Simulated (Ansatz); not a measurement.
# 2H-WS2 monolayer in a perpendicular field, part 2 of 3

What dipole does a perpendicular field induce in the 2H-WS2 monolayer, and does the gap follow? A positive field points along +c.

Ansatz 0.2.0; plane-wave DFT, PBE-D3(BJ), Ansatz PAW (set soft_1); PAW set soft_1.

So far, gap on the k-mesh (eV): step 2 (relaxing the slab) 1.92.

### 3. Single point, field 0

A sawtooth potential applies the field, turning back in the middle of the vacuum. With the dipole correction the typed value is the field outside the slab. The induced dipole is small, so the SCF threshold is tight.

The cell differs from the one that the last finished run ended in (c 37.976 → 21.152 Å).

File input.yaml:

```yaml
crystal:
  lattice:
    - [3.159505246, 0.0, 0.0]
    - [-1.579752623, 2.7362118064, 0.0]
    - [0.0, 0.0, 21.1521481195]
  atoms:
    - { symbol: S, position: [0.3333333333, 0.6666666667, 0.4254886997] }
    - { symbol: W, position: [0.0, 0.0, 0.5] }
    - { symbol: S, position: [0.3333333333, 0.6666666667, 0.5745113003] }
kpoints:
  mp_grid: { grid: [18, 18, 1] }
  band_path:
    path: [[0, 0, 0], [0.5, 0, 0], [0.33333333, 0.33333333, 0], [0, 0, 0]]
    npoints: 16
hamiltonian:
  xc: pbe
  dispersion: d3bj
  pseudopotentials: { kind: paw, azcp: { folder: soft_1 } }
scf:
  occupations: { method: fermi_dirac, width: 0.02585 }
  convergence: { dr2_threshold: 1.0e-10 }
efield:
  axis: 3
  dipole_correction: true
  ramp_position: 0.97
  ramp_width: 0.06
  amplitude: 0
output:
  dos: { projected: true, e_range: [-6, 5] }
  write_potential: true
  write_density: true
  volumetric_format: npy
  elf: true
```

Started as:

```sh
$ ansatz run input.yaml --threads 2 --pin off --max-ram 3072MiB --backend cpu --events-out ev --progress --plain --runs-dir out
```

Numbers of over 12 decimals in the logs are rounded to 6 here.

What it wrote:

```text
[...]
Crystal: 3 atoms, lattice volume = 182.862 Å³
Basis set: ecut = 420 eV, 3515 PW (Γ)
Bands: 17, of which v1, the nominal top of the filled ones, is band 13 counted from 1 (12 counted from 0)
Symmetry: 6 space group operations
k-points: 37 of 324 (time reversal used)
[...]
SCF iter   1: F=—  HF=-12193.876725 eV  |F-HF|=—  |Δ(HF+E_count)|=         —  Δρ=2.56e-2  dr2=1.37e0  ethr=3.10e-3  p=0.000 e·Å  D=2.14e-14 V/Å  ΔV_dip=-0.00 eV  dr2_dipole=7.18e-9  V_vac-E_F(+/−)=5.79/5.79 eV  ⟨swp⟩=11.9  Hψ=5471  notcnv=0
efield: sawtooth ramp at fractional position 0.9700 (set: `efield.ramp_position`, or a place that a band, a saddle search or an elastic batch's reference lends), width 0.0600; the density the first Hamiltonian is built on has a dipole p = 0.000 e·Å; the dipole correction subtracts the counter field D = 2.14e-14 V/Å, which shifts the + side's vacuum level by -0.00 eV against the − side's; the planar-averaged density in the ramp window peaks in size at 6.2e-7 e/Å³
[...]
SCF iter   2: F=—  HF=-12193.501360 eV  |F-HF|=—  |Δ(HF+E_count)|=   3.75e-1  Δρ=1.13e-2  dr2=2.68e-1  ethr=3.10e-3  p=-0.000 e·Å  D=-5.96e-5 V/Å  ΔV_dip=0.00 eV  dr2_dipole=2.53e-7  V_vac-E_F(+/−)=5.01/5.00 eV  ⟨swp⟩=3.9  Hψ=1893  notcnv=0
[...]
SCF iter  12: F=-12193.456701 eV  HF=-12193.456701 eV  |F-HF|=1.82e-12  |Δ(HF+E_count)|=  3.64e-12  Δρ=1.05e-7  dr2=1.31e-11  ethr=1.00e-12  p=-0.000 e·Å  D=-2.83e-7 V/Å  ΔV_dip=0.00 eV  dr2_dipole=7.11e-13  V_vac-E_F(+/−)=4.73/4.73 eV  ⟨swp⟩=4.6  Hψ=2130  notcnv=0
SCF 1 converged in 12 iterations: F = -12193.456701 eV  dr2 = 1.31e-11
[...]
NSCF: frozen V_eff on 49 k-points
efield: sawtooth ramp at fractional position 0.9700 (kept from the solve that this one continues, or follows in the run), width 0.0600; the density the first Hamiltonian is built on has a dipole p = -0.000 e·Å; the dipole correction subtracts the counter field D = -2.83e-7 V/Å, which shifts the + side's vacuum level by +0.00 eV against the − side's; the planar-averaged density in the ramp window peaks in size at 5.7e-7 e/Å³
[...]
SCF converged after 12 iterations
Free energy (F): -12193.456701 eV
[...]
Internal energy: -12193.456701 eV  (E = F + TS)
E sigma→0 (E₀):  -12193.456701 eV
Fermi energy:    0.141812 eV
Dipole field:    D = 0.000001 V/Å  (p = 0.000001 e·Å, saw-weighted, corrected)
Work function:   Φ+ = 4.7265 eV   Φ− = 4.7266 eV
Levels:          The Fermi level and band energies are counted from a zero that moves with the ramp; work functions are not
[...]
--- Band table (eV; the first three rows and the last of 37) ---
  k-point 0: bands = [... 9 lower, -3.0113, -2.3845, -2.3845, -0.9491, 2.1230, 2.1230, 2.2546, 2.2546]
  k-point 1: bands = [... 9 lower, -3.2024, -2.4700, -2.2845, -0.9686, 2.0673, 2.1074, 2.2062, 2.2233]
  k-point 2: bands = [... 9 lower, -3.4301, -2.6963, -2.1912, -1.0491, 1.7941, 1.9889, 2.0809, 2.4870]
  k-point 36: bands = [... 9 lower, -4.7134, -4.1056, -3.2472, -0.8167, 1.1037, 2.4773, 3.2563, 4.8249]
```

Elapsed: 8.7 s, on 2 threads of Arm Neoverse V2, shared host; peak memory 0.45 GiB.

Reading the cycles: dr2 is the Hartree energy of the density residual (eV), the measure of convergence; HF is the Harris–Foulkes estimate of the energy, which meets the free energy F at convergence.

This step gave:

| Item | Value |
| --- | --- |
| dipole along the normal | 9.13e-7 e·Å |
| gap along the path | 1.920 eV |
| smallest direct gap along the path | 1.920 eV |
| ionisation energy, upper face | 5.685 eV |
| electron affinity, upper face | 3.765 eV |
| gap, the smaller of path and mesh | 1.920 eV |

Running mean over a fixed 2.8 Å (it still follows the layers) of the planar mean; the ramp of the sawtooth is left out. Electron's electrostatic potential energy less the Fermi level against z:

```
z (Å)  electron's electrostatic potential energy less the Fermi level (eV)
 2.94                                                                 4.73
 3.38                                                                 4.73
 3.82                                                                 4.73
 4.11                                                                 4.73
 4.55                                                                 4.73
 4.99                                                                 4.72
 5.43                                                                 4.72
 5.88                                                                 4.70
 6.17                                                                 4.66
 6.61                                                                 4.47
 7.05                                                                 3.70
 7.49                                                                 1.80
 7.93                                                               -0.465
 8.37                                                                -2.51
 8.67                                                                -4.02
 9.11                                                                -6.96
 9.55                                                                -9.82
 9.99                                                                -11.1
10.43                                                                -11.1
10.72                                                                -11.1
11.16                                                                -11.1
11.60                                                                -9.82
12.04                                                                -6.96
12.49                                                                -4.02
12.78                                                                -2.51
13.22                                                               -0.465
13.66                                                                 1.80
14.10                                                                 3.70
14.54                                                                 4.47
14.98                                                                 4.66
15.28                                                                 4.70
15.72                                                                 4.72
16.16                                                                 4.72
16.60                                                                 4.73
17.04                                                                 4.73
17.33                                                                 4.73
17.77                                                                 4.73
18.21                                                                 4.73
```

The density of states has structure finer than the step of the table below, so its rows give means over 0.2 eV, whole bins alone (the curve runs from -6 to 1.77 eV). Peaks (eV: height): -5.53: 5.58, -5.39: 10.4, -4.43: 9.49, -3.13: 14.7, -2.72: 4.10, -1.84: 4.26, 1.72: 8.23.

Density of states against energy, zero at the Fermi level of the run, which the smearing sets inside the gap; means over each step:

```
energy (eV)  density of states (states/eV a cell)
       -5.8                                 0.771
       -5.6                                  2.11
       -5.4                                  4.69
       -5.2                                  3.41
       -5.0                                 0.814
       -4.8                                  1.03
       -4.6                                  2.36
       -4.4                                  5.52
       -4.2                                  2.29
       -4.0                                  1.60
       -3.8                                  1.52
       -3.6                                  1.65
       -3.4                                  1.83
       -3.2                                  4.80
       -3.0                                  3.63
       -2.8                                  2.57
       -2.6                                  2.33
       -2.4                                  2.57
       -2.2                                  1.14
       -2.0                                  1.57
       -1.8                                  3.08
       -1.6                                  2.02
       -1.4                                  1.49
       -1.2                                  1.21
       -1.0                                 0.234
       -0.8                                     0
       -0.6                                     0
       -0.4                                     0
       -0.2                                     0
        0.0                                     0
        0.2                                     0
        0.4                                     0
        0.6                                     0
        0.8                                     0
        1.0                                 0.413
        1.2                                  2.52
        1.4                                  2.87
        1.6                                  2.88
```

Projected DOS per atom over height of the atomic layer and energy from the Fermi level. Layers: S W S from below.

Ten even steps from '_' (0.00 states/eV) to '@' (2.26 states/eV), each cell a mean:
```
::@@::
::**::
______
______
______
______
______
______
__--__
..++..
..**..
--..--
==..==
**--**
------
::::::
::::::
**++**
......
------
++++++
..__..
```
Columns: height of the atomic layer (Å) from 9 to 12.2; rows upwards: energy from the Fermi level (eV) from -5.96 to 1.78.

Electronic bands along the path, in eV, zero at the Fermi level of the run, which the smearing sets inside the gap:

```
  point  band 10  band 11  band 12  band 13  band 14  band 15  band 16  band 17
      Γ    -3.15    -2.53    -2.53    -1.09     1.98     1.98     2.11     2.11
halfway    -3.62    -2.91    -2.65    -1.86     1.32     1.62     2.24     3.20
      M    -4.36    -3.15    -2.17    -1.91     1.99     2.41     3.09     3.80
halfway    -4.42    -3.76    -3.16    -1.39     1.67     2.68     2.85     3.88
      K    -4.86    -4.25    -3.39    -0.96     0.96     2.34     3.11     4.68
halfway    -4.43    -3.21    -2.34    -1.84     1.04     1.88     2.06     3.64
      Γ    -3.15    -2.53    -2.53    -1.09     1.98     1.98     2.11     2.11
```

Valence density in the ca plane at fractional y = 0.667, with atoms of S within 0.2 Å of it. It is the smooth field of the valence electrons, not physical close to the nuclei.

Values in units of 1e-1 e/Å³, 5 rows by 16 columns, each cell a mean:
```
0.0 0.0 0.0 0.0 0.0 0.1 0.6 2.1 5.6 5.4 2.0 0.5 0.0 0.0 0.0 0.0
0.0 0.0 0.0 0.0 0.0 0.1 1.4 4.6 4.7 4.7 4.6 1.4 0.1 0.0 0.0 0.0
0.0 0.0 0.0 0.0 0.0 0.2 5.0 9.4 5.3 5.4 9.4 4.7 0.2 0.0 0.0 0.0
0.0 0.0 0.0 0.0 0.0 0.2 6.0 8.3 5.6 5.8 8.3 5.7 0.2 0.0 0.0 0.0
0.0 0.0 0.0 0.0 0.0 0.1 2.5 7.2 4.7 4.8 7.2 2.3 0.1 0.0 0.0 0.0
```
Columns run along c (16.0 Å, from fractional 0.08 to 0.84 of the cell), rows up along a (3.2 Å). Atoms in or near the plane, at fractional coordinates: S at (0.43, 0.33), S at (0.57, 0.33).

Electrostatic potential energy in the ca plane at fractional y = 0.667, with atoms of S within 0.2 Å of it. With pseudopotentials it is smooth inside the atoms' cores, unlike the true potential.

Values in eV, 5 rows by 16 columns, each cell a mean:
```
  5   5   5   5   5   5   4   1 -13 -12   1   4   5   5   5   5
  5   5   5   5   5   5   2  -5  -8  -8  -5   2   5   5   5   5
  5   5   5   5   5   5  -8 -35  -7  -8 -35  -7   5   5   5   5
  5   5   5   5   5   5 -11 -38  -9 -10 -38 -10   5   5   5   5
  5   5   5   5   5   5   0 -15  -6  -6 -15   0   5   5   5   5
```
Columns run along c (16.0 Å, from fractional 0.08 to 0.84 of the cell; values clipped at the 3rd and 97th percentile), rows up along a (3.2 Å). Atoms in or near the plane, at fractional coordinates: S at (0.43, 0.33), S at (0.57, 0.33).

ELF in the ca plane at fractional y = 0.667, with atoms of S within 0.2 Å of it. It is the smooth field of the valence electrons, not physical close to the nuclei.

Ten even steps from '0' (0.00) to '9' (0.94), each cell a mean:
```
00000000000000000012332233123321000000000000
00000000000000000012221233122210000000000000
00000000000000013567774222367775310000000000
00000000000000147898787422687799853100000000
00000000000001368995147523661289974200000000
00000000000001368994037523651189975200000000
00000000000000257998677423687799863100000000
00000000000000013678875222468876420000000000
```
Columns run along c (16.0 Å, from fractional 0.08 to 0.84 of the cell), rows up along a (3.2 Å). Atoms in or near the plane, at fractional coordinates: S at (0.43, 0.33), S at (0.57, 0.33).

The gap is 1.92 eV, with the valence edge 5.69 eV and the conduction edge 3.76 eV under the upper vacuum level. Spin-orbit coupling, left out in this run, matters for the bands of elements this heavy.

### 4. Single point, field 0.1 V/Å

Changes to input.yaml since step 3:

```diff
@@ -24,7 +24,6 @@
   dipole_correction: true
-  ramp_position: 0.97
-  ramp_width: 0.06
-  amplitude: 0
+  ramp_position: 0.9409
+  ramp_width: 0.1182
+  amplitude: 0.1
 output:
-  dos: { projected: true, e_range: [-6, 5] }
   write_potential: true
@@ -32,2 +31 @@
   volumetric_format: npy
-  elf: true
```

What it wrote:

```text
[...]
Crystal: 3 atoms, lattice volume = 182.862 Å³
Basis set: ecut = 420 eV, 3515 PW (Γ)
Bands: 17, of which v1, the nominal top of the filled ones, is band 13 counted from 1 (12 counted from 0)
Symmetry: 6 space group operations
k-points: 37 of 324 (time reversal used)
[...]
--- Band table (eV; the first three rows and the last of 37) ---
  k-point 0: bands = [... 9 lower, -3.0119, -2.3849, -2.3849, -0.9494, 2.1224, 2.1224, 2.2544, 2.2544]
  k-point 1: bands = [... 9 lower, -3.2028, -2.4704, -2.2850, -0.9689, 2.0658, 2.1079, 2.2042, 2.2245]
  k-point 2: bands = [... 9 lower, -3.4306, -2.6967, -2.1917, -1.0494, 1.7932, 1.9888, 2.0805, 2.4867]
  k-point 36: bands = [... 9 lower, -4.7139, -4.1060, -3.2475, -0.8171, 1.1033, 2.4768, 3.2559, 4.8244]
[key lines of the parts left out:]
SCF converged after 12 iterations
Free energy (F): -12193.457923 eV
Fermi energy:    0.141389 eV
Dipole field:    D = 0.024173 V/Å  (p = 0.024429 e·Å, saw-weighted, corrected)
```

Run time: 8.6 s. Hardware: 2 threads; peak memory 0.41 GiB; 17 s of CPU time.

The dipole is 0.0244 e·Å, and the gap 1.920 eV.

[end of part 2 of 3]

[Logs are printed without paths, hosts, clocks, repeated set-up lines and the standing remarks that a program may print on its own settings, such as how far it seeks lower states.]

[Hosts, paths, dates, database ids (printed as entryN), source tags and the programs' standing remarks are cut or masked in the printed files.]

[Maps of the electrostatic potential energy from Ansatz leave out the sawtooth potential of an applied field or a dipole correction, so their vacuum need not be flat; planar profiles and work functions include it.]

[The density of states shown here was stored with 400 of the rows of the run's finer table, so its peaks can read low, often by over a quarter, or be missed, and its means over a window can be off by a tenth or more.]
